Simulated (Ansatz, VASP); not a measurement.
Au: VASP beside Ansatz

```
Au
1.0
     0.00000    2.06219    2.06219
     2.06219    0.00000    2.06219
     2.06219    2.06219    0.00000
Au
1
Cartesian
  0.0000 0.0000 0.0000
```

Alike in both runs: functional r2SCAN; k mesh 18 × 18 × 18; occupations gaussian, width 0.1 eV; no spin polarisation.

Ansatz relaxed the structure, and its values are those at the end. VASP's run is a single point on that final structure, the one shown.

```csv
,VASP,Ansatz
version,VASP 6.6.1,Ansatz 0.2.0
potentials or method,"VASP PAW PBE potentials, release 64 (Au)","scalar-relativistic, plane waves, PAW"
plane-wave cutoff (eV),520,500
valence electrons in the cell,11,19
```

VASP gave:

* gap on the k mesh at the Fermi level (eV): none
* pressure (GPa): 0.2

Question: What did Ansatz give for the same quantities?

Answer: gap on the k mesh at the Fermi level (eV): none; pressure (GPa): 0.0.

A gap of «none» marks a metal or a gap that the smearing closes. The functional is the same, so the differences come from potentials, cutoffs and numerics. The two sets of potentials don't hold the same shells in valence.

Caveats: the PAW data sets were made with another functional, which shifts forces and pressure a little (VASP). The runs have no spin-orbit coupling, so splittings on Au are missing.
